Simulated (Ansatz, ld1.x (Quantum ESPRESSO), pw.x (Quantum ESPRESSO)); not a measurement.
## From atom to crystal: RRKJ potential for palladium (Pd)

* Element: palladium (Pd)
* Generator: ld1.x (Quantum ESPRESSO) 7.5
* Type: norm-conserving RRKJ (Kleinman–Bylander form)
* Functional: PBE
* Relativity: scalar-relativistic
* Frozen core: [Kr]
* Valence charge: 10
* Reference configuration: 4d10 5s0 5p0
* Partial waves: 5p (bound, empty): rc 2.70 bohr; 4d (bound): rc 1.35 bohr; 5s (bound, empty): rc 2.60 bohr
* Local potential: the s channel
* Core correction: Bessel-smoothed model core inside 1.35 bohr

Crystal test: diamond Pd in pw.x 7.5, no spin, 8³ k-points, Fermi–Dirac smearing 0.01 Ry, cutoffs 120/480 Ry. The reference is all-electron LAPW (Ansatz 0.2.0) with the same functional, mesh and smearing; V0 and B0 come from Birch–Murnaghan fits to the pressures at five volumes. Errors are pseudo minus all-electron; Δ is the rms difference of the E(V) curves that follow from these fits, minima aligned, over ±6 % about the mean V0. Mesh and smearing are coarse, so the numbers serve the comparison and aren't converged zero-temperature values; the lattice is a test structure that the element need not adopt.

```tsv
V (Å³/atom)	P all-electron (GPa)	P pseudo (GPa)
23.270	4.07	10.01
23.883	1.95	7.36
24.495	0.14	5.08
25.107	-1.41	3.13
25.720	-2.72	1.44
```

All-electron: a0 = 5.812 Å (V0 = 24.55 Å³/atom), B0 = 66.1 GPa.

Pseudopotential: mean pressure error (GPa): +5.00. The pressure does not cross zero within the volumes sampled, so no fit is given. The largest radius (2.70 bohr) exceeds half the bond length (2.38 bohr), so the spheres overlap, which is one possible source of error among others. This is a poor potential for the solid. Atomic configuration tests: 1 of 7 tests not solved or not reliable.

Problem. At the middle volume, how do free energy and pressure move when the wave cutoff is lowered (ecutrho kept at four times it)?

Solution.

```json
{"cutoff (Ry)": "54", "shift of F (meV/atom)": "+280.0", "shift of P (GPa)": "-15.02"}
{"cutoff (Ry)": "72", "shift of F (meV/atom)": "+43.2", "shift of P (GPa)": "-0.07"}
{"cutoff (Ry)": "96", "shift of F (meV/atom)": "+7.1", "shift of P (GPa)": "-0.46"}
```

The run at the middle volume (29 k-points, 10 iterations) took about 53 s on one core of a shared host (Neoverse-V2, 32 threads, 247 GiB, load 20).
